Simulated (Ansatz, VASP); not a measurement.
## One calculation of TePb, two programs

```xyz
2
Lattice="0.0000 3.2709 3.2709 3.2709 0.0000 3.2709 3.2709 3.2709 0.0000" Properties=species:S:1:pos:R:3 pbc="T T T"
Te    0.0000    0.0000    0.0000
Pb    3.2709    3.2709    3.2709
```

The cell is a database's computed one.

Alike in both runs: task relaxation of cell and atoms; functional PBEsol; k mesh 6 × 6 × 6; occupations gaussian, width 0.02 eV; no spin polarisation.

|  | VASP | Ansatz |
| --- | --- | --- |
| version | VASP 6.6.1 | Ansatz 0.2.0 |
| potentials or method | VASP PAW PBE potentials, release 64 (Te, Pb_d) | scalar-relativistic, plane waves, PAW |
| plane-wave cutoff (eV) | 600 | 420 |
| valence electrons in the cell | 20 | 30 |

```tsv
	VASP	Ansatz	Ansatz less VASP
gap on the k mesh at the Fermi level, each at its own relaxed structure (eV)	0.65	0.65	-0.002
relaxed volume (Å³/atom)	33.45	33.47	+0.024
relaxed cell length with the largest relative difference (Å)	4.557	4.558	+0.0011
energy change over the relaxation (meV/atom)	-9	-9	-0.1
```

The two sets of potentials don't hold the same shells in valence.

Caveats: the PAW data sets were made with another functional, which shifts forces and pressure a little (VASP); spin-orbit coupling is left out, which as a rule narrows the gap of such compounds by several tenths of an eV. A k mesh can miss the band edges.
